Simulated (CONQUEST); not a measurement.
## InAs under changes of volume

One of the cells (27.489 Å³/atom); the others are scaled copies at fixed shape and fractional positions:

```
In As
1.0
     4.26810    0.00000    0.00000
     0.00000    4.26810    0.00000
     0.00000    0.00000    6.03600
In As
2 2
Direct
  0.00000 0.00000 0.00000
  0.50000 0.50000 0.50000
  0.00000 0.50000 0.25000
  0.50000 0.00000 0.75000
```

| Quantity | Value |
| --- | --- |
| Program | CONQUEST 1.3 |
| Functional | PBE |
| Potentials or basis | PseudoDojo NC PBE, SZ, grid of 40 × 40 × 60 points |
| k mesh | 6 × 6 × 5 |
| Occupations | fermi-dirac, width 0.05 eV |
| Spin | no spin polarisation |

```csv
volume (Å³/atom),energy over the lowest point (meV/atom),pressure (GPa),gap on the mesh (eV)
25.840,165.91,13.4,0.58
26.389,124.27,11.0,0.43
26.939,89.16,9.4,0.28
27.489,59.62,7.9,0.14
28.039,35.14,6.5,none
28.588,?,?,?
29.138,0.00,3.9,none
```

Problem. What does the run at 28.588 Å³/atom give?

Solution. Energy over the lowest point 15.29 meV/atom; pressure 5.1 GPa; gap on the mesh none.

Worked out: A Birch-Murnaghan fit of order 3 (a polynomial in V^(-2/3)) to the other rows has no minimum within the range. It gives 15.51 meV/atom at 28.588 Å³/atom, against the run's 15.29, and -dE/dV = 5.1 GPa, against 5.1.

Energies are extrapolated to zero smearing.

Caveats: the atomic basis is small; the basis of atomic orbitals isn't converged, which shifts pressures, moduli and gaps; spin-orbit coupling is left out, which moves the levels of the heavy elements (some runs); an odd mesh through Γ misses points on the zone boundary, where band edges often lie (some runs); the real-space grid breaks the cell's symmetry a little (some runs).

A gap of «none» marks a metal or a gap under the smearing width.
